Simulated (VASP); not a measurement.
Input of a VASP 6.6.1 run:

INCAR

```
PREC = Accurate
ENCUT = 520
EDIFF = 1E-6
ISMEAR = 0
SIGMA = 0.02
LREAL = False
LASPH = True
NELM = 60
ALGO = Normal
ISIF = 2
LWAVE = False
LCHARG = False
GGA = PE
LORBIT = 10
```

File KPOINTS:

```
regular mesh
0
Gamma
  10 10 2
```

Contents of POSCAR:

```
MoS2
1.0
    3.1845414560      0.0000000000      0.0000000000
   -1.5922707280      2.7578938003      0.0000000000
    0.0000000000      0.0000000000     21.6705347200
Mo S
2 4
Direct
    0.3333333333      0.6666666667      0.8511602300
    0.6666666667      0.3333333333      0.1488397700
    0.6666666667      0.3333333333      0.7796253900
    0.3333333333      0.6666666667      0.0772510000
    0.6666666667      0.3333333333      0.9227490000
    0.3333333333      0.6666666667      0.2203746100
```

Potentials or basis: VASP PAW PBE potentials, release 64 (Mo_sv, S).

Run with:

```console
$ cat potpaw_PBE.64/Mo_sv/POTCAR potpaw_PBE.64/S/POTCAR > POTCAR
$ mpirun -np 1 vasp_std > vasp.out
```

(1) Predict the band gap on the k mesh.

(2) Estimate the largest force.

Results:

(1) 1.40 eV, indirect (least direct gap 1.89 eV).

(2) 0.221 eV/Å.
